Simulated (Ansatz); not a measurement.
# Fe2Ge (P6/mmm) in Ansatz: notebook

The runs below take Fe2Ge through band structure, with PBEsol.

All numbers are computed with Ansatz 0.2.0; they aren't measurements. Logs are shortened: lines on timing, memory, paths and dates and some standing lists are left out, and cuts for length are marked.

**1. The structure**

The structure is hexagonal, space group P6/mmm (No. 191). The conventional cell has a = 4.164 Å, b = 4.164 Å, c = 2.626 Å, α = 90.00°, β = 90.00°, γ = 120.00°. Ge (site symmetry 6/mmm) is surrounded by 2 Ge at 2.63 Å and 12 Fe at 2.74 Å. Fe (site symmetry -6m2) is surrounded by 5 Fe at 2.40 to 2.63 Å and 6 Ge at 2.74 Å.

The cell comes from a database or a generator and needn't be the stable form of this composition.

**2. Band structure, PBEsol, collinear spin, ferromagnetic start**

input.yaml reads:

```yaml
crystal:
  lattice:
    - [4.1636340796, 0.0, 0.0]
    - [-2.0818170398, 3.605812885, 0.0]
    - [0.0, 0.0, 2.626466]
  atoms:
    - { symbol: Ge, position: [0.0, 0.0, 0.0] }
    - { symbol: Fe, position: [0.3333333333, 0.6666666667, 0.5], spin: 3.0 }
    - { symbol: Fe, position: [0.6666666667, 0.3333333333, 0.5], spin: 3.0 }
kpoints:
  mp_grid: { grid: [5, 5, 8] }
  band_path:
    path:
      - [0.0, 0.0, 0.0]
      - [0.5, 0.0, 0.0]
      - [0.3333333333, 0.3333333333, 0.0]
      - [0.0, 0.0, 0.0]
      - [0.0, 0.0, 0.5]
      - [0.5, 0.0, 0.5]
      - [0.3333333333, 0.3333333333, 0.5]
      - [0.0, 0.0, 0.5]
    npoints: 10
scf:
  occupations: { method: fermi_dirac, width: 0.05 }
hamiltonian:
  xc: pbesol
  pseudopotentials: { kind: all_electron, lapw: { basis_error: 0.002 } }
magnetization:
  spin_polarized: true
output:
  forces: true
  stress: true
  eigenvalues: true
```

Potentials or basis: all-electron LAPW, scalar-relativistic.

Started as:

```bash
ansatz run input.yaml --threads 4 --pin off --max-ram 12288MiB --backend cpu --events-out ev --progress --plain --runs-dir out
```

Log:

```text
Warning: RAYON_NUM_THREADS=4 ignored (pool sized by the plan → 4); use --threads N
LAPW: plane waves up to 8.970 Å⁻¹, error target 2.0e-3 eV per atom; small_component_spin mean_spin; Fe in spheres of 1.202 Å, 16 of its electrons in bands, Dirac shells []; Ge in spheres of 1.202 Å, 22 of its electrons in bands, Dirac shells [] (how accurate: hamiltonian.pseudopotentials.lapw.basis_error, Limitations)
Engine: ansatz 0.2.0, aarch64-unknown-linux-gnu
Pseudopotentials: kind: all_electron
Pseudopotential: Ge, LAPW, valence charge 22, lapw/all_electron/scalar/gaussian/Ge, Koelling and Harmon's equation, gaussian nucleus
Pseudopotential: Fe, LAPW, valence charge 16, lapw/all_electron/scalar/gaussian/Fe, Koelling and Harmon's equation, gaussian nucleus
Functional definition: PBEsol
  exchange = pbesol_x
  correlation = pbesol_c
Crystal: 3 atoms, lattice volume = 39.432 Å³
Basis set: ecut = 306.5670837471854 eV, 457 PW (Γ), exchange–correlation at level 2
Bands: 36, of which v1, the nominal top of the filled ones, is band 27 counted from 1 (26 counted from 0)
Symmetry: 24 space group operations
Space group: P6/mmm (ITA 191), of the structure as read, at distance tolerance 3.4e-5 Å
Magnetic group: BNS 191.233 (UNI 1463), of the structure as read, at distance tolerance 3.4e-5 Å
k-points: 25 of 200
Non-local potential: Ge, projectors of the file, none
Non-local potential: Fe, projectors of the file, none
Initial density: superposition of atomic densities (chi_scale 0.1, normalization cell)
Starting moments: Σ|m| = 6 μB on 2 of 3 sites
Initial wavefunctions: plane waves of lowest kinetic energy (no species holds an atomic orbital)
Functional: x = pbesol(κ = 0.804, μ = 0.12345679012345678), c = pbesol(β = 0.046)
iter 1 solved again at ethr=2.34e-3 eV; its pass at ethr=1.00e-1 eV (dr2=1.27e0 eV) is discarded
SCF iter   1: F=—  HF=-126279.404319 eV  |F-HF|=—  |Δ(HF+E_count)|=         —  Δρ=3.51e-2 (↑1.97e-2 ↓3.51e-2)  dr2=1.26e0  dr2_m=1.63e-1  M=4.712 μB ∫|m|=4.847 μB  β_m=0.30  ethr=2.34e-3  ⟨swp⟩=2.0  Hψ=11318  notcnv=0
Mixer restart at iter 1: flushing history
preconditioner: auto → none  [metal: Δε(μ)=0.027 eV  Ē_g=15.007 eV  σ=0.050 eV  W_gap=0.13  n_scr=8 (ndim 8)  ℏωp=32.4 eV  f_vac=0.000  D(μ)=3.38/eV (n_scr^D=44)  sad-step TF]
SCF iter   2: F=—  HF=-126279.218387 eV  |F-HF|=—  |Δ(HF+E_count)|=   1.86e-1  Δρ=2.37e-2 (↑1.34e-2 ↓2.37e-2)  dr2=5.25e-1  dr2_m=7.57e-2  M=4.759 μB ∫|m|=4.865 μB  β_m=0.49  ethr=2.34e-3  ⟨swp⟩=2.0  Hψ=5398  notcnv=0
iter 3 solved again at ethr=7.75e-5 eV; its pass at ethr=9.72e-4 eV (dr2=4.19e-2 eV) is discarded
SCF iter   3: F=—  HF=-126279.090322 eV  |F-HF|=—  |Δ(HF+E_count)|=   1.28e-1  Δρ=5.43e-3 (↑3.22e-3 ↓5.43e-3)  dr2=4.18e-2  dr2_m=1.94e-3  M=4.936 μB ∫|m|=5.017 μB  β_m=0.45  ethr=7.75e-5  ⟨swp⟩=2.0  Hψ=9015  notcnv=0
SCF iter   4: F=—  HF=-126279.067129 eV  |F-HF|=—  |Δ(HF+E_count)|=         —  Δρ=2.99e-3 (↑1.41e-3 ↓2.99e-3)  dr2=3.72e-3  dr2_m=1.03e-3  M=4.997 μB ∫|m|=5.067 μB  β_m=0.58  ethr=7.74e-5  ⟨swp⟩=2.2  Hψ=5405  notcnv=0
the basis was enlarged: its passes take 897.2 KiB over the memory plan, 4 of 4 planned eigensolver slots
SCF iter   5: F=—  HF=-126279.074684 eV  |F-HF|=—  |Δ(HF+E_count)|=   7.56e-3  Δρ=1.31e-3 (↑7.84e-4 ↓1.31e-3)  dr2=5.94e-4  dr2_m=2.75e-4  M=5.023 μB ∫|m|=5.094 μB  β_m=0.60  ethr=6.89e-6  ⟨swp⟩=2.3  Hψ=5007  notcnv=0
SCF iter   6: F=—  HF=-126279.074104 eV  |F-HF|=—  |Δ(HF+E_count)|=   5.80e-4  Δρ=9.52e-4 (↑5.01e-4 ↓9.52e-4)  dr2=5.55e-4  dr2_m=1.52e-4  M=5.014 μB ∫|m|=5.090 μB  β_m=0.61  ethr=1.10e-6  ⟨swp⟩=3.0  Hψ=5369  notcnv=0
SCF iter   7: F=—  HF=-126279.074007 eV  |F-HF|=—  |Δ(HF+E_count)|=   9.68e-5  Δρ=2.86e-4 (↑1.42e-4 ↓2.86e-4)  dr2=6.65e-5  dr2_m=1.16e-5  M=5.018 μB ∫|m|=5.094 μB  β_m=0.66  ethr=1.03e-6  ⟨swp⟩=2.0  Hψ=4980  notcnv=0
SCF iter   8: F=—  HF=-126279.073999 eV  |F-HF|=—  |Δ(HF+E_count)|=   7.83e-6  Δρ=3.12e-5 (↑3.12e-5 ↓2.50e-5)  dr2=6.39e-7  dr2_m=1.87e-7  M=5.020 μB ∫|m|=5.097 μB  β_m=0.83  ethr=1.23e-7  ⟨swp⟩=2.1  Hψ=4982  notcnv=0
SCF iter   9: F=—  HF=-126279.074000 eV  |F-HF|=—  |Δ(HF+E_count)|=   1.59e-7  Δρ=5.56e-6 (↑5.56e-6 ↓4.63e-6)  dr2=6.43e-9  dr2_m=8.52e-9  M=5.021 μB ∫|m|=5.097 μB  β_m=0.87  ethr=1.18e-9  ⟨swp⟩=3.0  Hψ=5245  notcnv=0
SCF iter  10: F=-126279.074000 eV  HF=-126279.074000 eV  |F-HF|=5.27e-9  |Δ(HF+E_count)|=   2.46e-8  Δρ=1.77e-6 (↑1.65e-6 ↓1.77e-6)  dr2=6.72e-9  dr2_m=4.78e-10  M=5.021 μB ∫|m|=5.098 μB  ethr=1.19e-11  ⟨swp⟩=3.0  Hψ=5488  notcnv=0
SCF 1 converged in 10 iterations: F = -126279.074000 eV  dr2 = 6.72e-9
NSCF: frozen V_eff on 71 k-points
SCF converged after 10 iterations
Magnetization: 5.0208 μB (29.5104 up, 24.4896 down)
Absolute magnetization: 5.0975 μB (∫|ρ↑−ρ↓|)
Spin contamination: 0.0814 ħ² per cell (⟨S²⟩ above its minimum at these occupations)
Per-site moments (μB) at R_I (Å): [(0.02258642750848594, 1.201937610422436), (2.474167759069001, 1.201937610422436), (2.474167759069001, 1.201937610422436)]
Free energy (F): -126279.074000 eV
Harris-Foulkes:  -126279.074000 eV  (|F-HF|=5.27e-9)
Internal energy: -126279.042776 eV  (E = F + TS)
E sigma→0 (E₀):  -126279.058388 eV
Entropy (-TS):   -0.031224 eV (-10.408 meV/atom)
Fermi energy:    17.412842 eV
--- Per-component energies (eV) ---
  E_band       = -1349.491855
  E_kinetic    = 128409.489873
  E_xc         = -5110.732306
  E_electrostatic = -249577.800343  (all electrons and nuclei)
  E_smearing   = -0.031224  (= −TS)
  E_closure    = 0.000000  (closes the sum)
  E_atoms      = -126255.317907  (free atoms, spherical and without spin; not in F)
  Σ components = -126279.074000   (vs F -126279.074000, Δ=0.00e0)
  Basis errors (estimates in eV, not in F): energy 6.8e-4 per atom: plane waves 5.9e-4 (3.2e-4 summed), levels above the bands 2.0e-75, relativity 1.4e-8, radial functions 8.8e-5, core shells 1.2e-8; eigenvalues (radial functions only) 4.1e-6; not estimated: angular momenta, meshes, grids; target (lapw.basis_error) 2.0e-3; muffin-tin radii Fe 1.202 Å, Ge 1.202 Å
--- Forces (eV/Å), atoms counted from 1 ---
  atom   1  Ge    -0.00000000     0.00000000     0.00000000
  atom   2  Fe     0.00000000     0.00000000     0.00000000
  atom   3  Fe    -0.00000000    -0.00000000     0.00000000
  max |Σ_I F_I| component: 9.25e-18 eV/Å
--- Stress (GPa, compression-positive) ---
       -7.554693      -0.000000       0.000000
       -0.000000      -7.554693       0.000000
        0.000000       0.000000      -5.542563
  P = ⅓ Tr σ = -6.8840 GPa (-68.840 kbar)
--- Band table (eV; the first three rows and the last of 50) ---
  k-point 0 ↑: bands = ["-146.2134", "-93.5610", "-93.5032", "-93.5032", "-70.6456", "-70.5773", "-36.9142", "-36.8657", "-36.8657", "-36.8645", "-36.6266", "-36.6266", "-7.6716", "-7.4550", "-7.4550", "-7.4506", "-7.4506", "4.7613", "12.6887", "12.6887", "13.3916", "14.3993", "14.5824", "14.5824", "15.1367", "15.1367", "15.9658", "15.9658", "17.6113", "19.4774", "19.4774", "20.2147", "20.2147", "24.4696", "25.1777", "30.9319"]
  k-point 1 ↑: bands = ["-146.2134", "-93.5618", "-93.5031", "-93.5031", "-70.6434", "-70.5752", "-36.9364", "-36.8849", "-36.8633", "-36.8633", "-36.6248", "-36.6248", "-7.6309", "-7.4670", "-7.4670", "-7.4534", "-7.4534", "5.1051", "12.8744", "12.8744", "13.5677", "14.4186", "14.4186", "14.7365", "15.0341", "15.0341", "15.8249", "15.8249", "17.8131", "19.6240", "19.6240", "20.7808", "20.7808", "22.4461", "24.5246", "33.5992"]
  k-point 2 ↑: bands = ["-146.2132", "-93.5638", "-93.5030", "-93.5030", "-70.6379", "-70.5700", "-36.9897", "-36.9339", "-36.8574", "-36.8574", "-36.6203", "-36.6203", "-7.5328", "-7.5062", "-7.5062", "-7.4493", "-7.4493", "6.1290", "13.3654", "13.3654", "13.7001", "13.9386", "13.9386", "15.0004", "15.0004", "15.4849", "15.4849", "15.6236", "18.5392", "18.9350", "20.0391", "20.0391", "22.1928", "22.1928", "24.6799", "29.8267"]
  k-point 24 ↓: bands = ["-146.2062", "-93.5571", "-93.4956", "-93.4956", "-67.8167", "-67.8015", "-34.2483", "-34.1731", "-34.1588", "-34.1271", "-34.0544", "-33.9318", "-7.5466", "-7.5448", "-7.4304", "-7.4290", "-7.3797", "10.4053", "12.0432", "13.9772", "14.0080", "15.5640", "16.0817", "16.5833", "17.8034", "18.1994", "18.3181", "18.4927", "19.1729", "19.2532", "20.4955", "21.0723", "21.1526", "24.4530", "27.3519", "27.6037"]
```

Wall time 13 s (4 threads of Arm Neoverse V2, shared host); peak memory 0.46 GiB.

What came out:

```
Free energy             : -126279.0740 eV
Pressure                : -6.9 GPa
Band gap along the path : none (metal or under the smearing width)
Net moment              : 5.02 μB per cell
Absolute moment         : 5.10 μB per cell
Site moments            : Ge +0.02; Fe +2.47 μB
```

Levels at the corners of the path, in eV from the Fermi level:
Spin up:
```csv
point,band 28,band 29,band 30,band 31,band 32,band 33
Γ,-1.45,0.20,2.06,2.06,2.80,2.80
M,-1.33,-1.32,-0.92,2.05,9.40,9.53
K,-1.90,-1.26,-0.60,5.90,6.62,6.62
Γ,-1.45,0.20,2.06,2.06,2.80,2.80
A,-0.54,-0.29,3.64,3.64,4.57,6.03
L,-0.62,-0.60,-0.11,2.27,3.67,3.72
H,-1.23,-0.52,0.60,0.60,2.35,2.35
A,-0.54,-0.29,3.64,3.64,4.57,6.03
```
Spin down:
```csv
point,band 21,band 22,band 23,band 24,band 25,band 26,band 27,band 28
Γ,-2.52,-1.29,-1.16,-1.16,0.51,0.51,0.81,1.50
M,-3.08,-1.68,-1.49,-1.39,0.34,0.46,0.83,1.27
K,-1.70,-1.48,-1.48,-0.85,-0.85,0.10,0.94,0.94
Γ,-2.52,-1.29,-1.16,-1.16,0.51,0.51,0.81,1.50
A,-1.94,-1.09,-1.09,-0.83,-0.83,-0.34,-0.34,1.19
L,-3.38,-2.10,-1.35,-1.13,0.63,0.65,1.17,1.50
H,-3.44,-1.48,-1.48,-0.66,0.25,0.66,0.66,0.86
A,-1.94,-1.09,-1.09,-0.83,-0.83,-0.34,-0.34,1.19
```

Caveat: the k mesh is thin for a metal, which can move the energy by tens of meV per atom.

**3. Band structure, PBEsol, non-collinear spin, ferromagnetic start, spin-orbit coupling**

input.yaml: that of step 2 with these lines changed.

```diff
@@ -7,4 +7,4 @@
     - { symbol: Ge, position: [0.0, 0.0, 0.0] }
-    - { symbol: Fe, position: [0.3333333333, 0.6666666667, 0.5], spin: 3.0 }
-    - { symbol: Fe, position: [0.6666666667, 0.3333333333, 0.5], spin: 3.0 }
+    - { symbol: Fe, position: [0.3333333333, 0.6666666667, 0.5], spin: 3.0, spin_axis: [0.707107, 0.707107, 0.0] }
+    - { symbol: Fe, position: [0.6666666667, 0.3333333333, 0.5], spin: 3.0, spin_axis: [0.707107, 0.707107, 0.0] }
 kpoints:
@@ -28,3 +28,4 @@
 magnetization:
-  spin_polarized: true
+  noncollinear: true
+  spin_orbit: true
 output:
```

Potentials or basis: all-electron LAPW, relativistic spinors.

Started as:

```bash
ansatz run input.yaml --threads 4 --pin off --max-ram 12288MiB --backend cpu --events-out ev --progress --plain --runs-dir out
```

Run time: 2.1 min. Hardware: 4 threads of Arm Neoverse V2, shared host; peak memory 1 GiB.

The run converged. Its results:

| Property | Result |
| --- | --- |
| Free energy | -126283.2052 eV |
| Pressure | -7.0 GPa |
| Band gap along the path | none (metal or under the smearing width) |
| Net moment | 5.01 μB per cell |
| Absolute moment | 5.08 μB per cell |

Stress tensor (GPa, compression positive):
```
-7.63  0.01  0.00
 0.01 -7.63  0.00
 0.00  0.00 -5.60
```

Levels at the corners of the path, in eV from the Fermi level:
```csv
point,band 52,band 53,band 54,band 55,band 56,band 57
Γ,-1.16,0.20,0.51,0.51,0.81,1.50
M,-1.32,-1.31,-0.91,0.34,0.46,0.82
K,-1.25,-0.85,-0.85,-0.60,0.10,0.94
Γ,-1.16,0.20,0.51,0.51,0.81,1.50
A,-0.83,-0.53,-0.34,-0.34,-0.28,1.18
L,-0.62,-0.59,-0.11,0.63,0.65,1.17
H,-0.68,-0.49,0.25,0.59,0.59,0.66
A,-0.83,-0.53,-0.34,-0.34,-0.28,1.18
```

Moments on the atoms (μB; x, y, z):
```
Ge  0.03 0.03 0.00
Fe  1.68 1.68 0.00
Fe  1.68 1.68 0.00
```

Caveat: the k mesh is thin for a metal, which can move the energy by tens of meV per atom; the magnetic state may not be the lowest.
